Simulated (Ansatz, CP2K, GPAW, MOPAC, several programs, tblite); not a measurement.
# What each method gives for F (C2/m)

A 4-atom cell of F (C2/m) from a materials database, relaxed with r2SCAN+rVV10 in Ansatz, was computed with several methods. Space group C2/m (No. 12), monoclinic; conventional cell a = 5.202 Å, b = 2.983 Å, c = 7.091 Å, β = 107.2°, 13.14 Å³ an atom. F is surrounded by 1 F at 1.40 Å. No spin polarisation and no zero-point or thermal motion.

```yaml
crystal:
  lattice:
    - [2.60087, -1.49171, -0.00665]
    - [2.60087, 1.49171, -0.00665]
    - [-2.07940, 0.00000, 6.77943]
  atoms:
    - { symbol: F, position: [0.50540, 0.50540, 0.40258] }
    - { symbol: F, position: [0.08530, 0.08530, 0.09712] }
    - { symbol: F, position: [0.49460, 0.49460, 0.59742] }
    - { symbol: F, position: [0.91470, 0.91470, 0.90288] }
```

Gaps and times are for a single point on this cell; volume and bulk modulus come from each method's own relaxation or energy curve at fixed shape, which is too stiff where a cell has free coordinates or axes. Times are rough, from shared hosts (Arm Neoverse V1), and each method has its own mesh and cell size. A double dagger marks a value from a curve with shape and coordinates held. A star marks a curve whose lowest point is an end point. PM6 (MOPAC), PM7 (MOPAC), GFN1-xTB (tblite), GFN2-xTB (tblite) treat a cluster of cells at its zone centre, which samples few k points: where these miss a band edge, the gap comes out too large for that reason alone. Gaps from k meshes are read at a limited set of points (mesh, symmetry points, PBE's band edges), so each method's own least gap may be somewhat smaller. xTB and the PM methods were fitted mostly to molecules, and can miss a solid's gap by electronvolts. Minimal bases can be far off for gaps. Curves at held shape can't give the bulk modulus of a layered or molecular crystal, so none is listed. GLLB-SC's gap includes the derivative discontinuity. d marks a direct gap, i an indirect one (no mark: not told apart), a dash a value that wasn't computed or didn't pass its checks.

```json
{"method": "non-self-consistent DFTB (CP2K)", "kind": "tight binding", "gap (eV)": "7.91 i", "own volume (Å³/atom)": "–", "bulk modulus (GPa)": "–", "atoms computed": "4", "processor time": "0.52 s"}
{"method": "light PBE (260 eV and a coarse mesh)", "kind": "light plane-wave", "gap (eV)": "2.69 i", "own volume (Å³/atom)": "–", "bulk modulus (GPa)": "–", "atoms computed": "4", "processor time": "0.79 s"}
{"method": "GFN1-xTB (tblite)", "kind": "tight binding", "gap (eV)": "4.78", "own volume (Å³/atom)": "12.73‡", "bulk modulus (GPa)": "–", "atoms computed": "96", "processor time": "1.6 s"}
{"method": "PBE/single zeta (GPAW)", "kind": "small basis", "gap (eV)": "2.65 i", "own volume (Å³/atom)": "–", "bulk modulus (GPa)": "–", "atoms computed": "4", "processor time": "2.6 s"}
{"method": "PM6 (MOPAC)", "kind": "semi-empirical", "gap (eV)": "15.65", "own volume (Å³/atom)": "–", "bulk modulus (GPa)": "–", "atoms computed": "96", "processor time": "3.3 s"}
{"method": "PM7 (MOPAC)", "kind": "semi-empirical", "gap (eV)": "15.39", "own volume (Å³/atom)": "13.55‡", "bulk modulus (GPa)": "–", "atoms computed": "96", "processor time": "3.3 s"}
{"method": "GFN2-xTB (tblite)", "kind": "tight binding", "gap (eV)": "4.45", "own volume (Å³/atom)": "13.90‡", "bulk modulus (GPa)": "–", "atoms computed": "96", "processor time": "6 s"}
{"method": "PBE/SZV (CP2K)", "kind": "small basis", "gap (eV)": "2.59 i", "own volume (Å³/atom)": "–", "bulk modulus (GPa)": "–", "atoms computed": "4", "processor time": "6.3 s"}
{"method": "PBE", "kind": "semilocal", "gap (eV)": "2.68 i", "own volume (Å³/atom)": "–", "bulk modulus (GPa)": "–", "atoms computed": "4", "processor time": "6.5 s"}
{"method": "PBE/DZVP (CP2K)", "kind": "small basis", "gap (eV)": "2.73 i", "own volume (Å³/atom)": "14.33*‡", "bulk modulus (GPa)": "–", "atoms computed": "4", "processor time": "10 s"}
{"method": "r2SCAN", "kind": "semilocal", "gap (eV)": "3.53 i", "own volume (Å³/atom)": "–", "bulk modulus (GPa)": "–", "atoms computed": "4", "processor time": "15 s"}
{"method": "GLLB-SC (GPAW)", "kind": "model potential", "gap (eV)": "5.52", "own volume (Å³/atom)": "–", "bulk modulus (GPa)": "–", "atoms computed": "4", "processor time": "22 s"}
```

Against r2SCAN (3.53 eV) and with closed or daggered gaps left aside, the nearest gap at the points sampled is that of PBE/DZVP (CP2K) (-0.80 eV) and the farthest that of PM6 (MOPAC) (+12.12 eV). r2SCAN is only a yardstick of convenience: semilocal gaps usually lie below measured ones, which GLLB-SC and hybrids aim to mend.

Runs without a result: non-self-consistent DFTB (CP2K) (relaxation).
